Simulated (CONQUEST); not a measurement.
KI under changes of volume

One of the cells (44.091 Å³/atom); the others are scaled copies at fixed shape and fractional positions:

```
CELL_PARAMETERS angstrom
4.99610 0.00000 0.00000
0.00000 4.99610 0.00000
0.00000 0.00000 7.06555
ATOMIC_POSITIONS crystal
I 0.00000 0.00000 0.50000
I 0.50000 0.50000 0.00000
K 0.00000 0.00000 0.00000
K 0.50000 0.50000 0.50000
```

* Program: CONQUEST 1.3
* Functional: PBE
* Potentials or basis: PseudoDojo NC PBE, DZ, grid of 48 × 48 × 72 points
* k mesh: 6 × 6 × 4
* Occupations: fermi-dirac, width 0.05 eV
* Spin: no spin polarisation

| volume (Å³/atom) | energy over the lowest point (meV/atom) | pressure (GPa) | gap on the mesh (eV) |
| --- | --- | --- | --- |
| 41.445 | 24.61 | 1.9 | 4.12 |
| 42.327 | 15.16 | 1.5 | 4.05 |
| 43.209 | 8.12 | 1.0 | 3.99 |
| 44.091 | 3.77 | 0.6 | 3.93 |
| 44.973 | 1.20 | 0.3 | 3.87 |
| 45.854 | 0.00 | 0.0 | 3.82 |
| 46.736 | ? | ? | ? |

Question: What does the run at 46.736 Å³/atom give?

Answer: Energy over the lowest point 0.58 meV/atom; pressure -0.2 GPa; gap on the mesh 3.76 eV.

Worked out: A Birch-Murnaghan fit of order 3 (a polynomial in V^(-2/3)) to the other rows has its minimum at 46.22 Å³/atom, just outside them, with B0 = V·E''(V) = 10.2 GPa (rough, since the energies scatter). It gives 0.10 meV/atom at 46.736 Å³/atom, against the run's 0.58, and -dE/dV = -0.1 GPa, against -0.2. A straight line through the other rows of the gap, of slope -2.97 eV per unit of ln V, extrapolates to 3.76 eV, against the run's 3.76.

Energies are extrapolated to zero smearing.

Caveats: the atomic basis is small; spin-orbit coupling is left out, which moves the levels of the heavy elements; the basis of atomic orbitals isn't converged, which shifts pressures, moduli and gaps; the real-space grid breaks the cell's symmetry a little (some runs).

A mesh can miss the band edges.
